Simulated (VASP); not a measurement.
# Sc (Fm-3m) in VASP: further runs, part 3 of 3

VASP 6.6.1. The steps go on from the part before.

## Step 4: Elastic constants, PBEsol+D3(BJ)

This run uses another cell than the first one: it holds 1 atom, not 4.

POSCAR

```
Sc
1.0
    0.0000000000      2.2600000000      2.2600000000
    2.2600000000      0.0000000000      2.2600000000
    2.2600000000      2.2600000000      0.0000000000
Sc
1
Cartesian
    0.0000000000      0.0000000000      0.0000000000
```

INCAR.step1

```
SYSTEM = Sc
ALGO = Fast ; EDIFF = 1E-8
EDIFFG = -0.002 ; ENCUT = 680
GGA = PS ; IBRION = 2
ISIF = 3 ; ISMEAR = -1
IVDW = 12 ; LASPH = .True.
LCHARG = .False. ; LREAL = .False.
LWAVE = .False. ; NELM = 80
NSW = 40 ; PREC = Accurate
SIGMA = 0.02
```

INCAR.step2

```
SYSTEM = Sc
ALGO = Fast ; EDIFF = 1E-8
ENCUT = 680 ; GGA = PS
IBRION = 6 ; ISIF = 3
ISMEAR = -1 ; IVDW = 12
LASPH = .True. ; LCHARG = .False.
LREAL = .False. ; LWAVE = .False.
NELM = 80 ; NFREE = 2
NSW = 1 ; POTIM = 0.015
PREC = Accurate ; SIGMA = 0.02
```

KPOINTS

```
k-points
0
Gamma
  7 7 7
  0 0 0
```

Potentials or basis: VASP PAW PBE potentials, release 64 (Sc_sv_GW).

Launch:

```sh
> cat potpaw_PBE.64/Sc_sv_GW/POTCAR > POTCAR
> cp INCAR.step1 INCAR
> mpirun -np 1 vasp_std > vasp.out
> cp CONTCAR POSCAR
> cp INCAR.step2 INCAR
> mpirun -np 1 vasp_std > vasp.out
```

OUTCAR:

```text
SYSTEM = Sc
   EDIFF = 1E-8
   ENCUT = 680
   GGA = PS
   IBRION = 6
   ISIF = 3
   ISMEAR = -1
   IVDW = 12
   LASPH = .True.
   LREAL = .False.
   NELM = 80
   NFREE = 2
   NSW = 1
   POTIM = 0.015
   PREC = Accurate
 IVDW          = 12

 ion  position               nearest neighbor table
   1  0.000  0.000  0.000-

  LATTYP: Found a face centered cubic cell.
 ALAT       =     4.4581456384

  Lattice vectors:

 A1 = (   0.0000000000,   2.2290728192,   2.2290728192)
 A2 = (   2.2290728192,   0.0000000000,   2.2290728192)
 A3 = (   2.2290728192,   2.2290728192,   0.0000000000)

Analysis of symmetry for initial positions (statically):
=====================================================================
 Subroutine PRICEL returns:
 Original cell was already a primitive cell.

 Routine SETGRP: Setting up the symmetry group for a
 face centered cubic supercell.

 Subroutine GETGRP returns: Found 48 space group operations
 (whereof 48 operations were pure point group operations)
 out of a pool of 48 trial point group operations.

The static configuration has the point symmetry O_h .

Analysis of symmetry for dynamics (positions and initial velocities):
=====================================================================
 Subroutine PRICEL returns:
 Original cell was already a primitive cell.

 Routine SETGRP: Setting up the symmetry group for a
 face centered cubic supercell.

 Subroutine GETGRP returns: Found 48 space group operations
 (whereof 48 operations were pure point group operations)
 out of a pool of 48 trial point group operations.

The dynamic configuration has the point symmetry O_h .

 Subroutine INISYM returns: Found 48 space group operations
 (whereof 48 operations are pure point group operations),
 and found     1 'primitive' translations

----------------------------------------------------------------------------------------

                                     Primitive cell

  volume of cell :      22.1515

  direct lattice vectors                    reciprocal lattice vectors
     0.000000000  2.229072819  2.229072819    -0.224308509  0.224308509  0.224308509
     2.229072819  0.000000000  2.229072819     0.224308509 -0.224308509  0.224308509
     2.229072819  2.229072819  0.000000000     0.224308509  0.224308509 -0.224308509

  length of vectors
     3.152385012  3.152385012  3.152385012     0.388513734  0.388513734  0.388513734

  position of ions in fractional coordinates (direct lattice)
     0.000000000  0.000000000  0.000000000

  ion indices of the primitive-cell ions
   primitive index   ion index
                 1           1

[... 98 lines left out ...]
 non-spin polarized calculation
 RMM-DIIS sequential band-by-band and
  energy-cutoff  :      680.00
  volume of cell :       22.15
 maximum number of plane-waves:       911
   NGX = 13   NGY = 13   NGZ = 13

--------------------------------------- Ionic step        1  -------------------------------------------

 number of electron      11.0000000 magnetization

 Free energy of the ion-electron system (eV)
  ---------------------------------------------------
  ext. energy  EPLUGINS =         0.00000000
  ---------------------------------------------------
  free energy    TOTEN  =        -8.99438788 eV

  energy without entropy =       -8.99224571  energy(sigma->0) =       -8.99331679

------------------------ aborting loop because EDIFF is reached ----------------------------------------

 Edisp (eV)   -0.44484

 E8    (eV) :    -0.3163
[... 102 lines left out ...]
  FREE ENERGIE OF THE ION-ELECTRON SYSTEM (eV)
  ---------------------------------------------------
  free  energy   TOTEN  =        -9.4379569069 eV

  energy  without entropy=       -9.4360739368  energy(sigma->0) =       -9.43701542

[... ionic steps 4 to 12 ...]

--------------------------------------- Ionic step       13  -------------------------------------------

 number of electron      11.0000000 magnetization

------------------------ aborting loop because EDIFF is reached ----------------------------------------
[... 73 lines left out ...]
--------------------------------------- Ionic step       15  -------------------------------------------

 number of electron      11.0000000 magnetization

 Free energy of the ion-electron system (eV)
  ---------------------------------------------------
  ext. energy  EPLUGINS =         0.00000000
  ---------------------------------------------------
  free energy    TOTEN  =        -8.99438750 eV

  energy without entropy =       -8.99224253  energy(sigma->0) =       -8.99331501

 E-fermi :   6.8368     XC(G=0): -10.4258

 val. band max:        6.8150693976   @ k =   0.2857   0.2857   0.0000
 cond. band min:       6.8676086328   @ k =  -0.4286   0.1429   0.0000
 fundamental gap:      0.0525392352
 Fermi energy:         6.8367712335

 k-point     1 :       0.0000    0.0000    0.0000
  band No.  band energies     occupation
      1     -42.1350      2.00000
      2     -20.5585      2.00000
      3     -20.5585      2.00000
      4     -20.5585      2.00000
      5       1.4047      2.00000
      6       8.5194      0.00000
      7       8.5194      0.00000
      8       8.5194      0.00000
      9      10.1152      0.00000
[... 258 lines left out ...]
  FREE ENERGIE OF THE ION-ELECTRON SYSTEM (eV)
  ---------------------------------------------------
  free  energy   TOTEN  =        -9.4392256021 eV

  energy  without entropy=       -9.4370806331  energy(sigma->0) =       -9.43815312

 INTERNAL STRAIN TENSORS FROM STRAINED CELLS
 ============================================

 INTERNAL STRAIN TENSOR FOR ION    1 for displacements in x,y,z  (eV/Angst):
          X           Y           Z          XY          YZ          ZX
  --------------------------------------------------------------------------------
  x     0.00000     0.00000     0.00000     0.00000    -0.00000     0.00000
  y    -0.00000    -0.00000     0.00000     0.00000    -0.00000     0.00000
  z    -0.00000    -0.00000     0.00000     0.00000     0.00000    -0.00000

 INTERNAL STRAIN TENSORS FROM DISPLACED ATOMS
 ============================================

 INTERNAL STRAIN TENSOR FOR ION    1 for displacements in x,y,z  (eV/Angst):
          X           Y           Z          XY          YZ          ZX
  --------------------------------------------------------------------------------
  x     0.00000     0.00000     0.00000     0.00000     0.00000     0.00000
  y     0.00000     0.00000     0.00000     0.00000     0.00000     0.00000
  z     0.00000     0.00000     0.00000     0.00000     0.00000     0.00000

 Eigenvectors and eigenvalues of the dynamical matrix
 ----------------------------------------------------

   1 f  =    0.000000 THz     0.000000 2PiTHz    0.000000 cm-1     0.000000 meV
             X         Y         Z           dx          dy          dz
      0.000000  0.000000  0.000000     1.000000    0.000000    0.000000

   2 f  =    0.000000 THz     0.000000 2PiTHz    0.000000 cm-1     0.000000 meV
             X         Y         Z           dx          dy          dz
      0.000000  0.000000  0.000000     0.000000    1.000000    0.000000

   3 f  =    0.000000 THz     0.000000 2PiTHz    0.000000 cm-1     0.000000 meV
             X         Y         Z           dx          dy          dz
      0.000000  0.000000  0.000000     0.000000    0.000000    1.000000

--------------------------------------------------------------------------------------------------------

 ELASTIC MODULI CONTR FROM IONIC RELAXATION (kBar)
 Direction    XX          YY          ZZ          XY          YZ          ZX
 --------------------------------------------------------------------------------
 XX           0.0000      0.0000      0.0000      0.0000      0.0000      0.0000
 YY           0.0000      0.0000      0.0000      0.0000      0.0000      0.0000
 ZZ           0.0000      0.0000      0.0000      0.0000      0.0000      0.0000
 XY           0.0000      0.0000      0.0000      0.0000      0.0000      0.0000
 YZ           0.0000      0.0000      0.0000      0.0000      0.0000      0.0000
 ZX           0.0000      0.0000      0.0000      0.0000      0.0000      0.0000
 --------------------------------------------------------------------------------

 TOTAL ELASTIC MODULI (kBar)
 Direction    XX          YY          ZZ          XY          YZ          ZX
 --------------------------------------------------------------------------------
 XX         924.7322    390.1881    390.1881     -0.0000      0.0000     -0.0000
 YY         390.1881    924.7322    390.1881      0.0000     -0.0000     -0.0000
 ZZ         390.1881    390.1881    924.7322      0.0000      0.0000     -0.0000
 XY          -0.0000      0.0000      0.0000    299.1007      0.0000      0.0000
 YZ           0.0000     -0.0000      0.0000      0.0000    299.1007      0.0000
 ZX          -0.0000     -0.0000     -0.0000      0.0000      0.0000    299.1007
 --------------------------------------------------------------------------------
```

It took 13 min on 1 thread of Intel Xeon Platinum 8488C (Sapphire Rapids), shared host; peak memory 0.25 GiB.

What came out:

* Relaxed volume: 22.15 Å³/atom
* Relaxed cell: a = 3.152 Å, b = 3.152 Å, c = 3.152 Å, α = 60.00°, β = 60.00°, γ = 60.00°
* Space group after relaxing (to 0.05 Å): Fm-3m (No. 225)
* Elastic constants C11, C12, C44: 92, 39, 30 GPa
* Voigt bulk modulus: 57 GPa
* Dispersion energy per atom: -0.445 eV

Step by step:
| step | energy change (eV) | largest force (eV/Å) | pressure (GPa) | volume (Å³) |
| --- | --- | --- | --- | --- |
| 1 | 0.0000 | 0.0000 | -2.18 | 23.09 |
| 2 | -0.0064 | 0.0000 | 0.26 | 22.05 |
| 3 | -0.0065 | 0.0000 | 0.00 | 22.15 |

Final structure:
```cif
data_structure
_symmetry_space_group_name_H-M 'P 1'
_symmetry_Int_Tables_number 1
_cell_length_a 3.1524
_cell_length_b 3.1524
_cell_length_c 3.1524
_cell_angle_alpha 60.000
_cell_angle_beta 60.000
_cell_angle_gamma 60.000
_cell_volume 22.15
loop_
_atom_site_label
_atom_site_type_symbol
_atom_site_fract_x
_atom_site_fract_y
_atom_site_fract_z
_atom_site_occupancy
Sc1 Sc 0.00000 0.00000 0.00000 1
```

Elastic tensor in Voigt notation (GPa, in the Cartesian axes of the cell as first typed):
```
92 39 39  0  0  0
39 92 39  0  0  0
39 39 92  0  0  0
 0  0  0 30  0  0
 0  0  0  0 30  0
 0  0  0  0  0 30
```

Clamped-ion elastic tensor (GPa):
```
92 39 39  0  0  0
39 92 39  0  0  0
39 39 92  0  0  0
 0  0  0 30  0  0
 0  0  0  0 30  0
 0  0  0  0  0 30
```

Caveat: the PAW data sets were made with another functional, which shifts forces and pressure a little.

## Step 5: Equation of state, revPBE+D4, collinear spin, ferromagnetic start

run.py

```python
from ase.calculators.vasp import Vasp
from ase.eos import EquationOfState
from ase.io import Trajectory
from ase.io import read
from ase.units import GPa

atoms = read('Sc.xyz')
atoms.set_initial_magnetic_moments([0.5])
calc = Vasp(
    directory='calc',
    xc='revpbe',
    pp='PBE',
    setups='minimal',
    prec='Accurate',
    encut=500,
    ediff=1e-06,
    ismear=0,
    sigma=0.01,
    lreal=False,
    lasph=True,
    nelm=80,
    algo='Fast',
    isif=2,
    lwave=False,
    lcharg=False,
    ispin=2,
    lorbit=11,
    lmaxmix=4,
    ivdw=13,
    kpts=[10, 10, 10],
    gamma=True,
)
atoms.calc = calc
cell = atoms.cell.copy()
volumes, energies = [], []
traj = Trajectory('eos.traj', 'w')
for x in [0.94, 0.96, 0.98, 1.0, 1.02, 1.04, 1.06]:
    atoms.set_cell(cell * x ** (1 / 3), scale_atoms=True)
    volumes.append(atoms.get_volume())
    energies.append(atoms.get_potential_energy())
    traj.write(atoms)
    print(f'{x:5.2f} {volumes[-1]:12.5f} {energies[-1]:14.6f}')

v0, e0, B = EquationOfState(volumes, energies, eos='sj').fit()
print(f'V0 = {v0:.4f} A^3, E0 = {e0:.6f} eV, B = {B / GPa:.2f} GPa')
```

Sc.xyz

```xyz
1
Lattice="0.0000000000 2.2600000000 2.2600000000 2.2600000000 0.0000000000 2.2600000000 2.2600000000 2.2600000000 0.0000000000" Properties=species:S:1:pos:R:3 pbc="T T T"
Sc     0.0000000000      0.0000000000      0.0000000000
```

Potentials or basis: VASP PAW PBE potentials, release 64 (Sc_sv).

Launch:

```sh
> python run.py
```

Run time: 1.9 min. Hardware: 1 thread of AMD EPYC 9R45 (Zen 5), shared host; peak memory 0.12 GiB.

The run converged. Its results:

```
Equilibrium volume : 24.28 Å³/atom (rough: see the caveat)
Bulk modulus       : 40 GPa (rough)
```

Energy against volume, from the lowest point:
```csv
volume (Å³/atom),energy (meV/atom)
21.701,47.82
22.163,30.43
22.625,17.24
23.086,8.02
23.548,3.13
24.010,0.19
24.472,0.00
```

Caveat: the fit is doubtful: noisy points or a state that changes with volume; the PAW data sets were made with another functional, which shifts forces and pressure a little.

## Step 6: The reference run

An earlier run on the cell as given: functional PBE; potentials or basis VASP PAW PBE potentials, release 64 (Sc_sv); cutoff 520 eV; k mesh 10 × 10 × 10; occupations fermi-dirac, width 0.05 eV; no spin polarisation.

* Pressure: 3.8 GPa
* Band gap on the k mesh: none (metal or under the smearing width)

## Step 7: Summary

| task | level | potentials or basis | spin | cell | k mesh | cutoff (eV) | smearing | ions in elastic constants | other keys | gap on the mesh (eV) | pressure (GPa) |
| --- | --- | --- | --- | --- | --- | --- | --- | --- | --- | --- | --- |
| electric field gradients | SCAN | VASP PAW PBE potentials, release 64 (Sc_sv) | off | as given | 6 × 6 × 6 | 520 | tetrahedron | - | - | none | 4.6 |
| optical spectrum | LMBJ | VASP PAW PBE potentials, release 64 (Sc_sv) | off | as given | 10 × 10 × 10 | 520 | methfessel-paxton 2 0.2 eV | - | ISMEAR = 2; SIGMA = 0.2; NBANDS = 18 | none | - |
| elastic constants | PBEsol+D3(BJ) | VASP PAW PBE potentials, release 64 (Sc_sv_GW) | off | relaxed | 7 × 7 × 7 | 680 | fermi-dirac 0.02 eV | relaxed | - | - | - |
| equation of state | revPBE+D4 | VASP PAW PBE potentials, release 64 (Sc_sv) | collinear, ferromagnetic start | as given | 10 × 10 × 10 | 500 | gaussian 0.01 eV | - | - | - | - |
| single point | PBE | VASP PAW PBE potentials, release 64 (Sc_sv) | off | as given | 10 × 10 × 10 | 520 | fermi-dirac 0.05 eV | - | - | none | 3.8 |

Caveats: the PAW data sets were made with another functional, which shifts forces and pressure a little (some runs); spectra need much finer meshes, so this one isn't converged (some runs); independent-particle spectra lack excitons (some runs); the intraband (Drude) part of a metal's response may be missing (some runs); the fit is doubtful: noisy points or a state that changes with volume (some runs).

Absolute energies hang on the potentials; compare differences alone.
